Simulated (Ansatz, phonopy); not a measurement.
# BeS (F-43m) at temperature and pressure, part 2 of 2

How does compression alter the response of BeS to heat?

Ansatz 0.2.0; DFT RPBE, scalar-relativistic, plane waves, PAW.

So far, isothermal bulk modulus at 298 K (GPa): step 6 (the quasi-harmonic study, pressure 5 GPa) 103.

The database entry behind the starting cell differs from later determinations by our own check (0.1 to 0.3 % short, probably kX units), so it need not match the best structure at ambient conditions.

## (9) Phonons on strained cells, pressure 20 GPa

The study relaxes the crystal at several strains, solves the phonons on some of them and minimises the free energy at each temperature (static energy, vibrations, the electrons in a metal, and PV under a set pressure); the q-mesh sets how far the force constants reach.

File input.yaml:

```yaml
crystal:
  lattice:
    - [0.0, 2.326092425, 2.326092425]
    - [2.326092425, 0.0, 2.326092425]
    - [2.326092425, 2.326092425, 0.0]
  atoms:
    - { symbol: Be, position: [0.0, 0.0, 0.0] }
    - { symbol: S, position: [0.25, 0.25, 0.25] }
kpoints:
  mp_grid: { grid: [8, 8, 8] }
hamiltonian:
  xc: rpbe
scf:
  occupations: { method: fixed }
output:
  eigenvalues: true
phonons:
  method: dfpt
  qmesh: [4, 4, 4]
  temperatures: { t_max: 800.0, t_step: 50 }
  thermal_expansion: { pressure: 20.0 }
```

The run is started by

```bash
$ ansatz run input.yaml --threads 4 --pin off --max-ram 8192MiB --backend cpu --events-out ev --progress --plain --runs-dir out
```

Elapsed: 95 s, on 4 threads of Arm Neoverse V2, shared host; peak memory 0.65 GiB; 5.8 min of CPU time.

This step gave:

```yaml
volume_expansion_coefficient_at_298_k: 8.086 1e-6/K
c_p_at_298_k: 16.43 J/mol-atom/K
entropy_at_298_k: 13.47 J/mol-atom/K
isothermal_bulk_modulus_at_298_k: 154.2 GPa
grueneisen_parameter_at_298_k: 0.5805
volume_at_298_k: 12.69 Å³/atom
principal_linear_expansion_coefficients_at_298_k: 2.695, 2.695, 2.695 1e-6/K
```

Strained cells of the study; zero-point energy where phonons were solved; the pressures are stresses at a fixed cutoff and can carry an offset from the finite basis. Expansion cells, by row:

```csv
cell,|a| (Å),|b| (Å),|c| (Å),V (Å³/atom),E - E_lowest (meV/atom),"pressure, compression positive (GPa)",gap (eV),zero-point energy (meV/atom)
1,3.29,3.29,3.29,12.59,43.92,19.96,2.89,-
2,3.316,3.316,3.316,12.89,9.473,16.34,2.96,-
3,3.263,3.263,3.263,12.29,84.53,23.87,2.817,-
4,3.289,3.289,3.289,12.58,44.07,19.97,2.89,87.36
5,3.306,3.306,3.306,12.77,21.79,17.67,2.934,85.97
6,3.297,3.297,3.297,12.67,33.37,18.89,2.911,86.71
7,3.313,3.313,3.313,12.85,13.54,16.79,2.952,85.42
8,3.257,3.257,3.257,12.21,95.94,24.92,2.797,-
9,3.273,3.273,3.273,12.4,68.77,22.39,2.844,-
10,3.324,3.324,3.324,12.99,0,15.27,2.982,-
```

Quasi-harmonic; a, b, c are the run's own cell vectors. Expansion, by row:

```csv
T (K),a (Å),b (Å),c (Å),alpha (deg),beta (deg),gamma (deg),cell volume (Å³/cell),alpha_a (1e-6/K),alpha_b (1e-6/K),alpha_c (1e-6/K),alpha_V (1e-6/K),C_P (J/mol-atom/K),C_V (J/mol-atom/K),S (J/mol-atom/K),B_T (GPa),B_S (GPa),Grueneisen,extrapolation,fit error (1e-6/K)
0,3.298,3.298,3.298,60,60,60,25.36,0,0,0,0,0,0,0,155.3,155.3,-,0,0
50,3.298,3.298,3.298,60,60,60,25.36,-0.02,-0.02,-0.02,-0.06,1.113,1.113,0.338,155.3,155.3,-0.068,0,0
100,3.298,3.298,3.298,60,60,60,25.36,0.05,0.05,0.05,0.15,4.958,4.958,2.266,155.3,155.3,0.035,0,0
150,3.298,3.298,3.298,60,60,60,25.36,0.53,0.53,0.53,1.6,8.512,8.512,4.962,155.1,155.1,0.222,0,0
200,3.298,3.298,3.298,60,60,60,25.36,1.28,1.28,1.28,3.85,11.68,11.68,7.855,154.9,154.9,0.39,0,0
250,3.298,3.298,3.298,60,60,60,25.37,2.05,2.05,2.05,6.16,14.37,14.35,10.76,154.6,154.7,0.507,0,0.01
298.1,3.298,3.298,3.298,60,60,60,25.38,2.7,2.7,2.7,8.09,16.43,16.41,13.47,154.2,154.4,0.58,0,0.01
300,3.298,3.298,3.298,60,60,60,25.38,2.72,2.72,2.72,8.15,16.5,16.48,13.58,154.2,154.4,0.583,0,0.01
350,3.299,3.299,3.299,60,60,60,25.39,3.25,3.25,3.25,9.76,18.16,18.12,16.25,153.7,154.1,0.633,0,0.01
400,3.3,3.3,3.3,60,60,60,25.4,3.68,3.68,3.68,11.04,19.43,19.37,18.76,153.3,153.8,0.668,0,0.01
450,3.3,3.3,3.3,60,60,60,25.41,4.02,4.02,4.02,12.05,20.41,20.33,21.11,152.8,153.4,0.693,0,0.01
500,3.301,3.301,3.301,60,60,60,25.43,4.29,4.29,4.29,12.86,21.18,21.08,23.3,152.4,153.1,0.711,0,0.01
550,3.302,3.302,3.302,60,60,60,25.45,4.5,4.5,4.5,13.51,21.79,21.67,25.35,151.9,152.7,0.725,0,0.01
600,3.302,3.302,3.302,60,60,60,25.47,4.68,4.68,4.68,14.04,22.28,22.14,27.27,151.4,152.3,0.736,0,0.01
650,3.303,3.303,3.303,60,60,60,25.48,4.83,4.83,4.83,14.49,22.68,22.52,29.07,150.9,152,0.745,0,0.01
700,3.304,3.304,3.304,60,60,60,25.5,4.96,4.96,4.96,14.87,23.01,22.83,30.76,150.4,151.6,0.752,0,0.01
750,3.305,3.305,3.305,60,60,60,25.52,5.07,5.07,5.07,15.2,23.29,23.09,32.36,149.9,151.2,0.758,0,0.02
800,3.306,3.306,3.306,60,60,60,25.54,5.16,5.16,5.16,15.48,23.52,23.3,33.87,149.4,150.8,0.763,0,0.02
```

Expansion coefficient against temperature; values in 1e-6/K:

```csv
temperature (K),volume,principal 1
0,0,0
50,-0.06,-0.02
100,0.15,0.05
150,1.6,0.53
200,3.85,1.28
250,6.16,2.05
298,8.09,2.7
300,8.15,2.72
350,9.76,3.25
400,11.0,3.68
450,12.1,4.02
500,12.9,4.29
550,13.5,4.5
600,14.0,4.68
650,14.5,4.83
700,14.9,4.96
750,15.2,5.07
800,15.5,5.16
```

Changing the pressure (5 → 20 GPa) takes the volume expansion at 298 K from 16.4 to 8.09 × 10⁻⁶/K and B_T from 103 to 154 GPa.

## (10) What came out

```json
{"settings of these figures": "RPBE, 487.2 eV, k 8×8×8, q 4×4×4, 5 GPa", "volume expansion coefficient at 298 K": "16.39 1e-6/K", "C_P at 298 K": "17.98 J/mol-atom/K", "entropy at 298 K": "14.88 J/mol-atom/K", "isothermal bulk modulus at 298 K": "102.6 GPa", "Grüneisen parameter at 298 K": "0.8076", "volume at 298 K": "14.28 Å³/atom", "principal linear expansion coefficients at 298 K": "5.462, 5.462, 5.462 1e-6/K"}
```

In words: Near room temperature and at 5 GPa BeS expands by 16.4 × 10⁻⁶/K in volume by RPBE, with C_P = 18.0 J/(mol K) per mole of atoms and B_T = 103 GPa. C_P at room temperature is 72 % of the classical 3R an atom, so the stiffest modes are still partly frozen out. Going from 5 to 20 GPa changes the volume expansion at 298 K from 16.4 to 8.09 × 10⁻⁶/K; since α = γC_V/(B V), it follows the bulk modulus (103 → 154 GPa) and the Grüneisen parameter (0.81 → 0.58). The interpolation has no quadrupole term, so branches near the zone centre are less sure, since this crystal has sites that are not centres of inversion. The PAW files were made for PBE and are used here under another functional, for which the program regenerates the frozen cores.

[Logs are printed without paths, hosts, clocks, repeated set-up lines and the standing remarks that a program may print on its own settings, such as how far it seeks lower states.]

[Hosts, paths, dates, database ids (printed as entryN), source tags and the programs' standing remarks are cut or masked in the printed files.]

[A step with changed settings may run another functional than the one named; its input shows which.]
